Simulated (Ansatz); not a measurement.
Theory: Ansatz 0.2.0, DFT PBE, scalar-relativistic, plane waves, PAW. All cells share a 420 eV cutoff and Γ-centred k meshes spaced at most about 0.3 Å⁻¹ (about 0.25 or finer for metals, 2π included). No spin polarisation.

Each guess is relaxed in cell and atoms at zero pressure, on a coarse mesh first where it starts far from rest and then on a converged one. The steps can't lower the symmetry of the start, but it can rise. Energies are static (0 K, no zero-point motion).

Two unrelaxed guesses for TaSi₂:

A.

```xyz
3
Lattice="2.3908 -3.5362 0.0000 2.3908 3.5362 0.0000 0.0000 0.0000 3.1382" Properties=species:S:1:pos:R:3 pbc="T T T"
Ta    2.3908    0.0000    0.0000
Si    2.3908   -2.5008    1.5691
Si    2.3908    2.5008    1.5691
```

B.

```xyz
3
Lattice="0.0000 2.9050 2.9050 2.9050 0.0000 2.9050 2.9050 2.9050 0.0000" Properties=species:S:1:pos:R:3 pbc="T T T"
Ta    1.4525    1.4525    1.4525
Si    4.3574    4.3574    4.3574
Si    2.9050    2.9050    2.9050
```

Question: Where do they end, and which end is lower?

Answer: A ends lower, by 0.44 eV/atom. A: Cmmm at 17.7 Å³/atom → P6/mmm at 14.9 Å³/atom; B: F-43m at 16.3 Å³/atom → F-43m at 17.2 Å³/atom. Counting Si atoms around Ta (those within 1.25 times the shortest such distance or 1.15 times the sum of covalent radii; a plus sign parts nearer from farther groups), the end of A has Ta 12 and the end of B has Ta 4+6. The end of A holds Si–Si bonds in all directions (shortest 2.54 Å); in the end of B the shortest Si–Si distance is 2.56 Å, near bonding range too. End of A. Conventional cell: a = 4.408 Å, c = 2.649 Å. Ta has 2 Ta at 2.65 Å and 12 Si at 2.87 Å; Si is surrounded by 5 Si at 2.54–2.65 Å and 6 Ta at 2.87 Å. End of B. Conventional cell: a = 5.915 Å. Ta is surrounded by 4 Si at 2.56 Å and 6 Si at 2.96 Å; Si on its first site is surrounded by 4 Si at 2.56 Å and 6 Ta at 2.96 Å; Si on its second site has 4 Si at 2.56 Å and 4 Ta at 2.56 Å.

Ends held by symmetry can be saddle points. Neither end is the lowest form computed: that has space group P6_422 (No. 181), is reached from a cell as deposited in COD and lies 0.50 eV/atom below the better end. Spin–orbit coupling, which can matter for Ta, is left out. Some candidate types were left out of the draw beforehand, so a known form may be missing.
